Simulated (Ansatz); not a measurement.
Input and command of a calculation in Ansatz (plane waves; scalar-relativistic PAW potentials unless the input names others):

```yaml
crystal:
  lattice:
    - [0.0, 2.8442764419, 2.8442764419]
    - [2.8442764419, 0.0, 2.8442764419]
    - [2.8442764419, 2.8442764419, 0.0]
  atoms:
    - { symbol: Si, position: [0.5, 0.5, 0.5] }
    - { symbol: Si, position: [0.75, 0.75, 0.75] }
basis:
  ecutwfc: "20 eV"
kpoints:
  mp_grid: { grid: [8, 8, 8] }
hamiltonian:
  xc: pbe
scf:
  occupations: { method: gaussian, width: 0.05 }
  max_iter: 60
output:
  forces: true
  eigenvalues: true
  stress: true
```

```bash
ansatz run input.yaml --threads 2 --pin off --max-ram 5120MiB --backend cpu --events-out ev --progress --plain --runs-dir out
```

Abridged log:
```
Pseudopotentials: kind: paw
Pseudopotential: Si, paw, valence charge 4, recommended cutoff 420 eV (normal)
Functional definition: PBE
Crystal: 2 atoms, lattice volume = 46.020 Å³
Basis set: ecut = 20 eV, 15 PW (Γ), exchange–correlation on 16×16×16 points (8 copies of the dense FFT grid, shifted against one another)
Bands: 6, of which v1, the nominal top of the filled ones, is band 4 counted from 1 (3 counted from 0)
Symmetry: 48 space group operations
Space group: Fd-3m (ITA 227), of the structure as read, at distance tolerance 3.6e-5 Å
k-points: 29 of 512
Initial density: superposition of atomic densities (neutral atoms: chi_scale 0, normalization atom), corrected by the library's trained network
Initial wavefunctions: pseudopotential atomic-orbital guess
Functional: x = pbe(κ = 0.804, μ = 0.21951497), c = pbe(β = 0.06672455)
SCF iter   1: F=—  HF=-1261.005750 eV  |F-HF|=—  |Δ(HF+E_count)|=         —  Δρ=6.49e-2  dr2=3.70e0  ethr=1.77e-3  ⟨swp⟩=1.0  Hψ=283  notcnv=0
SCF iter   2: F=—  HF=-1259.685764 eV  |F-HF|=—  |Δ(HF+E_count)|=    1.32e0  Δρ=2.84e-2  dr2=6.67e-1  ethr=1.77e-3  ⟨swp⟩=1.0  Hψ=283  notcnv=0
SCF iter   3: F=—  HF=-1259.370342 eV  |F-HF|=—  |Δ(HF+E_count)|=   3.15e-1  Δρ=1.17e-3  dr2=6.70e-4  ethr=1.77e-3  ⟨swp⟩=2.0  Hψ=321  notcnv=0
SCF iter   4: F=—  HF=-1259.371321 eV  |F-HF|=—  |Δ(HF+E_count)|=   9.79e-4  Δρ=1.05e-4  dr2=4.40e-6  ethr=8.38e-6  ⟨swp⟩=1.0  Hψ=262  notcnv=0
SCF iter   5: F=—  HF=-1259.466115 eV  |F-HF|=—  |Δ(HF+E_count)|=   9.48e-2  Δρ=1.00e-4  dr2=1.10e-5  ethr=5.51e-8  ⟨swp⟩=2.0  Hψ=276  notcnv=0
SCF iter   6: F=—  HF=-1259.466111 eV  |F-HF|=—  |Δ(HF+E_count)|=   4.45e-6  Δρ=2.09e-5  dr2=4.77e-7  ethr=5.51e-8  ⟨swp⟩=1.6  Hψ=225  notcnv=0
SCF iter   7: F=-1259.466111 eV  HF=-1259.466111 eV  |F-HF|=1.02e-8  |Δ(HF+E_count)|=   1.82e-7  Δρ=4.44e-6  dr2=2.15e-8  ethr=1.25e-9  ⟨swp⟩=2.4  Hψ=394  notcnv=0
SCF 1 converged in 7 iterations: F = -1259.466111 eV  dr2 = 2.15e-8
SCF converged after 7 iterations
Free energy (F): -1259.466111 eV
Harris-Foulkes:  -1259.466111 eV  (|F-HF|=1.02e-8)
Internal energy: -1259.465839 eV  (E = F + TS)
E sigma→0 (E₀):  -1259.465975 eV
Entropy (-TS):   -0.000272 eV (-0.136 meV/atom)
Fermi energy:    5.920196 eV
--- Forces (eV/Å), atoms counted from 1 ---
  atom   1  Si     0.00000000     0.00000000     0.00000000
  atom   2  Si     0.00000000     0.00000000     0.00000000
--- Stress (GPa, compression-positive) ---
      -38.527250       0.000000       0.000000
        0.000000     -38.527250       0.000000
        0.000000       0.000000     -38.527250
  P = ⅓ Tr σ = -38.5272 GPa (-385.272 kbar)
```

Task: What should be changed?

Result: The fault is a cutoff far too low (basis.ecutwfc: 420 → "20 eV", the first being the value of the sound run). Setting it back cures it. The log, from which this was withheld above, says: «Warning: basis.ecutwfc = 20 eV is below the records' recommended 420 eV, and the density's cutoff is lower with it unless basis.ecutrho_ratio is high enough to keep the records' density cutoff: compare with a run at a higher cutoff» The run converged all the same, with an energy at zero smearing 6.0 eV/atom above the reference's, pressure -38.53 GPa, largest force 0.000 eV/Å, no gap on the mesh, so convergence alone doesn't show that an input is right. A reference run from the same start on usual settings converged with pressure -8.05 GPa, largest force 0.000 eV/Å, gap on the mesh 0.82 eV.

The run took 0.35 s on 2 threads of Intel(R) Xeon(R) Processor @ 2.70GHz, on a shared host, peak memory 0.25 GiB.